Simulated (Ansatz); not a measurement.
# Relaxing SrO in the NiAs-type structure

Level of theory: DFT, PBEsol, scalar-relativistic, no spin polarisation; plane waves to 420 eV with PAW datasets (Ansatz 0.2.0), Γ-centred 10×10×6 mesh, 0.05 eV Gaussian smearing; PAW files: Ansatz's generated set soft_2.

This is a trial structure; measured cells of the compound in the Crystallography Open Database are in space group Fm-3m (rock salt).

Starting cell:

```
Sr O
1.0
     3.82593    0.00000    0.00000
    -1.91296    3.31335    0.00000
     0.00000    0.00000    5.33241
Sr O
2 2
Direct
  0.00000 0.00000 0.00000
  0.00000 0.00000 0.50000
  0.33333 0.66667 0.25000
  0.66667 0.33333 0.75000
```

The steps in volume:

```csv
run,level,k-mesh,kind,V (Å³/atom),P (GPa),E − E(final) (meV/atom),gap on the mesh (eV)
1,PBEsol,10×10×6,cell and atoms relaxed,16.82,0.0,0.0,3.38
```

The final structure (symmetry read at 0.01 Å). It takes space group P6_3/mmc (No. 194, hexagonal). The conventional cell has a = 3.537 Å, b = 3.537 Å, c = 6.213 Å, α = 90.00°, β = 90.00°, γ = 120.00°. Sr (site symmetry -3m) has 6 O at 2.57 Å as nearest neighbours. Around O (site symmetry -6m2) lie 6 Sr at 2.57 Å. (Shells end 15 % past the nearest neighbour.)

| atom | site | symmetry | x | y | z |
| --- | --- | --- | --- | --- | --- |
| Sr | 2a | -3m. | 0.0000 | 0.0000 | 0.0000 |
| O | 2c | -6m2 | 0.3333 | 0.6667 | 0.2500 |

At the final geometry the gap, band path included, is 3.36 eV. The equation of state gives B0 = 90 GPa and B0′ = 4.2. The elastic tensor is positive definite (smallest eigenvalue 31 GPa). Against the elements' standard states, run alike and uncorrected, the formation energy is -2.66 eV/atom. The runs in the table took roughly 1.6 core-minutes.

**Reading the result.**

Formal charges Sr²⁺, O²⁻ balance and leave closed shells on every ion, so a band insulator is expected, and the gap is 3.36 eV.

Shannon's ionic radii give a check on the bond lengths: Sr²⁺ with 6 neighbours 1.18 Å + O²⁻ 1.40 Å = 2.58 Å against a computed mean of 2.57 Å. Sums and bonds agree within 3 %, so ion sizes set the bond lengths.

Semilocal functionals underestimate band gaps, commonly by a third or more.
